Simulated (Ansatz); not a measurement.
# What strain does to LiCl (h-MgO type)

LiCl, h-MgO type, relaxed with r2SCAN in the plane-wave code Ansatz. Space group P6_3/mmc (No. 194), hexagonal; conventional cell a = 4.162 Å, c = 5.233 Å, 19.62 Å³ an atom. Li is surrounded by 5 Cl at 2.40–2.62 Å; Cl is surrounded by 5 Li at 2.40–2.62 Å.

The axes x, y and z are those of this cell:
```
CELL_PARAMETERS angstrom
4.16187 0.00000 0.00000
-2.08094 3.60429 0.00000
0.00000 0.00000 5.23255
ATOMIC_POSITIONS crystal
Li 0.33333 0.66667 0.25000
Li 0.66667 0.33333 0.75000
Cl 0.66667 0.33333 0.25000
Cl 0.33333 0.66667 0.75000
```

Unstrained: PBE gives a direct gap of 5.652 eV at Γ. r2SCAN gives a direct gap of 6.297 eV at Γ. With HSE06 the gap is 6.946 eV and direct, at Γ. Meshes: PBE 12×12×6, r2SCAN 12×12×6, HSE06 6×6×4. Strains are changes of length per length. After each strain the atoms were relaxed again with r2SCAN within the symmetry that the strain leaves, so tilts or polar shifts that break it weren't tested; points keep the names that they have in the unstrained zone. Spin-unpolarised throughout. Whether this structure exists isn't addressed.

Changes of the least gap in eV (an overlap counts as a negative gap):
```json
{"strain": "uniaxial -5.09 % along x", "volume change (%)": "-5.1", "space group": "Cmcm", "PBE": "+0.138", "r2SCAN": "+0.152", "HSE06": "+0.147", "energy rise, r2SCAN (meV/atom)": "6.5"}
{"strain": "epitaxial -1.51 % in the xy plane, free normal strain +1.38 %", "volume change (%)": "-1.7", "space group": "P6_3/mmc", "PBE": "+0.022", "r2SCAN": "+0.031", "HSE06": "+0.025", "energy rise, r2SCAN (meV/atom)": "1.5"}
```

Uniaxial -5.09 % along x, other directions held. HSE06: the gap goes from 6.946 to 7.093 eV (+0.147 eV); with r2SCAN the top three valence levels at Γ, grouped 1+2 from the top over 627 meV, become 1+1+1 over 769 meV. Stress change with r2SCAN, compression positive: xx +2.18, yy +1.84, zz +0.97 GPa.

Epitaxial -1.51 % in the xy plane, free normal strain +1.38 %. HSE06: the gap goes from 6.946 to 6.971 eV (+0.025 eV); with r2SCAN the top three valence levels at Γ, grouped 1+2 from the top over 627 meV, become 1+2 over 702 meV. Stress change with r2SCAN, compression positive: xx +0.85, yy +0.85, zz -0.01 GPa.

The meshes of the hybrids are coarse, so their gaps aren't converged to the digits shown.

The splittings at Γ are without spin-orbit coupling, which regroups them where it is of like size or larger.
